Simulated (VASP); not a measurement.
**CaS3: single point with PBE**

The system is CaS3.

```
Ca S
1.0
     3.71579    0.00000    0.00000
     0.00000    4.54276    0.00000
     0.00000    0.00000    5.34063
Ca S
1 3
Direct
  0.50000 0.50000 0.50000
  0.00000 0.71870 0.00000
  0.00000 0.28130 0.00000
  0.00000 0.00000 0.50000
```

The cell was built by a generator and needn't be a form met in nature.

```json
{
  "Program": "VASP 6.6.1",
  "Task": "single point",
  "Functional": "PBE",
  "Potentials or basis": "VASP PAW PBE potentials, release 64 (Ca_sv, S)",
  "Cutoff": "520 eV",
  "k mesh": "12 × 10 × 10",
  "Occupations": "gaussian, width 0.1 eV",
  "Spin": "no spin polarisation"
}
```

```
Pressure               : -0.2 GPa
Largest force          : 0.185 eV/Å
Band gap on the k mesh : none (metal or under the smearing width)
```

Forces on the atoms (eV/Å):
```
Ca   0.000  0.000  0.000
S    0.000 -0.185  0.000
S    0.000  0.185  0.000
S    0.000  0.000  0.000
```

Stress tensor (GPa, compression positive):
```
 0.03  0.00  0.00
 0.00 -0.45  0.00
 0.00  0.00 -0.05
```

Levels at points of the mesh, in eV from the Fermi level:
```csv
k point,band 11,band 12,band 13,band 14,band 15,band 16,band 17,band 18
"(0.00, 0.00, 0.00)",-2.10,-1.00,-0.76,-0.42,0.68,1.13,2.15,3.54
"(0.50, 0.00, 0.00)",-3.12,-2.67,-0.71,-0.53,-0.20,3.63,3.68,3.90
"(0.00, 0.50, 0.00)",-2.84,-2.21,-1.85,-0.11,1.27,1.97,2.85,3.08
"(0.50, 0.50, 0.00)",-3.63,-3.18,-1.80,-1.53,1.40,2.10,2.60,3.69
"(0.00, 0.00, 0.50)",-3.15,-1.36,-0.98,0.77,0.99,1.48,3.52,3.60
"(0.50, 0.00, 0.50)",-3.59,-3.52,-1.25,-0.82,0.97,2.79,3.37,4.36
"(0.00, 0.50, 0.50)",-1.77,-1.62,-1.52,-1.47,-0.70,1.26,3.09,4.17
"(0.50, 0.50, 0.50)",-2.75,-2.39,-1.25,-1.20,-1.08,1.64,2.47,2.62
```

Run time: 5.2 min on 1 thread of Intel(R) Xeon(R) 6975P-C (Granite Rapids) (shared host), peak memory 0.52 GiB.
